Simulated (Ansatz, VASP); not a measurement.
## One calculation of Cs, two programs

```xyz
1
Lattice="-3.0829 3.0225 3.0225 3.0225 -3.0829 3.0225 3.0225 3.0225 -3.0829" Properties=species:S:1:pos:R:3 pbc="T T T"
Cs    0.0000    0.0000    0.0000
```

Change from the starting cell: equal xy, yz and zx shear strains of -2 %.

Alike in both runs: task single point; functional PBE; k mesh 9 × 9 × 9; occupations fermi-dirac, width 0.05 eV; no spin polarisation.

|  | VASP | Ansatz |
| --- | --- | --- |
| version | VASP 6.6.1 | Ansatz 0.2.0 |
| potentials or method | VASP PAW PBE potentials, release 64 (Cs_sv), cutoff 520 eV | all-electron LAPW, scalar-relativistic |

```csv
,VASP,Ansatz,Ansatz less VASP
pressure (GPa),0.1,0.1,+0.01
```

Ansatz ran all-electron here, so the differences hold the error of VASP's frozen core and of both bases.

The runs have no spin-orbit coupling, so splittings on Cs are missing.
